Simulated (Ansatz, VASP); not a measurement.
## Nb: VASP beside Ansatz

```
Nb
1.0
    -0.06345    2.08327    2.08327
     2.08327   -0.06345    2.08327
     2.08327    2.08327   -0.06345
Nb
1
Direct
  0.00000 0.00000 0.00000
```

Change from the starting cell: equal xy, yz and zx shear strains of -3 %.

Alike in both runs: task single point; functional PBEsol; k mesh 13 × 13 × 13; occupations fermi-dirac, width 0.08 eV; no spin polarisation.

|  | VASP | Ansatz |
| --- | --- | --- |
| version | VASP 6.6.1 | Ansatz 0.2.0 |
| potentials or method | VASP PAW PBE potentials, release 64 (Nb_sv), cutoff 520 eV | all-electron LAPW, scalar-relativistic |

```csv
,VASP,Ansatz,Ansatz less VASP
pressure (GPa),-7.1,-6.9,+0.25
largest component of the traceless stress (GPa),0.98,1.02,+0.041
```

Ansatz ran all-electron here, so the differences hold the error of VASP's frozen core and of both bases.

Caveats: the PAW data sets were made with another functional, which shifts forces and pressure a little (VASP).
